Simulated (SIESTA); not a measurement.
Crystal: Si2Ni.

```
CELL_PARAMETERS angstrom
0.00000 2.70300 2.70300
2.70300 0.00000 2.70300
2.70300 2.70300 0.00000
ATOMIC_POSITIONS crystal
Ni 0.00000 0.00000 0.00000
Si 0.75000 0.75000 0.75000
Si 0.25000 0.25000 0.25000
```

Program: SIESTA 5.4.2. Alike in all runs: spin collinear, ferromagnetic start; cell as given; k mesh 9 × 9 × 9; smearing fermi-dirac 0.05 eV; grid cutoff 800 Ry; energy shift 0.003 Ry.

Task: Order these runs on this cell by their pressure, lowest first.
A. level LDA; potentials or basis PseudoDojo 0.4 standard (LDA files), DZP (energy shift 0.003 Ry; two zetas on semicore shells)
B. level vdW-DF-cx; potentials or basis PseudoDojo 0.4 standard (PBE files), DZP (energy shift 0.003 Ry; two zetas on semicore shells)
C. level PBEsol; potentials or basis PseudoDojo 0.4 standard (PBEsol files), DZP (energy shift 0.003 Ry; two zetas on semicore shells)
D. level PBE; potentials or basis PseudoDojo 0.4 standard (PBE files), DZP (energy shift 0.003 Ry; two zetas on semicore shells)
E. level BLYP; potentials or basis PseudoDojo 0.4 standard (PBE files), DZP (energy shift 0.003 Ry; two zetas on semicore shells)

Result: A (-4.5 GPa), C (-0.9 GPa), B (1.8 GPa), D (3.9 GPa), E (11.8 GPa).

Caveats: short orbitals over semicore shells can move pressures by several GPa; the basis of atomic orbitals isn't converged, which shifts pressures, moduli and gaps; the potentials were made for another functional, which shifts forces and pressure (some runs).

Not every run made on this cell is shown here.
